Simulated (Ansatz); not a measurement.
TiC: equation of state with LDA

The system is TiC.

```
Ti C
1.0
     0.00000    2.16572    2.16572
     2.16572    0.00000    2.16572
     2.16572    2.16572    0.00000
Ti C
1 1
Direct
  0.00000 0.00000 0.00000
  0.50000 0.50000 0.50000
```

The cell is a database's computed one.

```
Program             : Ansatz 0.2.0
Task                : equation of state
Functional          : LDA
Potentials or basis : Ansatz PAW
Cutoff              : 420 eV
Density cutoff      : 1680 eV
k mesh              : 11 × 11 × 11
Occupations         : fermi-dirac, width 0.05 eV
Spin                : no spin polarisation
```

- Equilibrium volume: 9.67 Å³/atom
- Bulk modulus: 283 GPa
- Pressure derivative of the bulk modulus: 4.1

Energy against volume, from the lowest point:
```csv
volume (Å³/atom),energy (meV/atom)
9.548,0.81
9.752,0.00
9.955,6.43
10.158,19.38
10.361,38.11
10.564,62.16
10.767,90.91
```

All runs of the series together: 8.7 s on 2 threads of Arm Neoverse N1, with other jobs on the host.
